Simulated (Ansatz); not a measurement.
# NiSi: pressure against volume

NiSi, P2_13, a = 4.465 Å. This isn't the usual stable structure of the compound. Ansatz: r2SCAN, PAW, 500 eV, Γ-centred 8×8×8 mesh on 8 atoms, Gaussian smearing 0.10 eV; no spin polarisation. Shape and atoms are relaxed at each volume; pressure is positive in compression.

```tsv
V (Å³/atom)	P (GPa)
9.790	35.24
10.124	24.03
10.458	?
10.792	6.67
11.126	0.01
11.459	-5.58
11.793	-10.24
12.238	-15.17
```

Task: Take V0 = 11.126 Å³/atom, count pressures from its P0 = 0.01 GPa, fit the third-order Birch–Murnaghan form to the other rows, and predict the missing pressure.

Result: With the Eulerian strain f = ½[(V0/V)^(2/3) − 1] and y = (P − P0)/[3f(1 + 2f)^(5/2)], the form is the line y = B0 + 1.5 B0 (B0′ − 4) f. Rows (f, y): 0.04451, 213.2; 0.03247, 210.7; 0.01026, 205.7; -0.00973, 201.1; -0.01904, 197.7; -0.03077, 192.7. Means f = 0.004617, y = 203.52; Σ(Δf)² = 0.004417, ΣΔfΔy = 1.154; the slope is their ratio. y = 202.3 + 261.2 f GPa, so B0 = 202.3 GPa and B0′ = 4 + 2 × (261.2)/(3 × 202.3) = 4.86. At V = 10.458, f = 0.02107, y = 207.80 and P = 14.57 GPa. The run gave 14.60 GPa, so the fit is 0.03 GPa too low, within the rms miss on the fitted rows (0.07 GPa).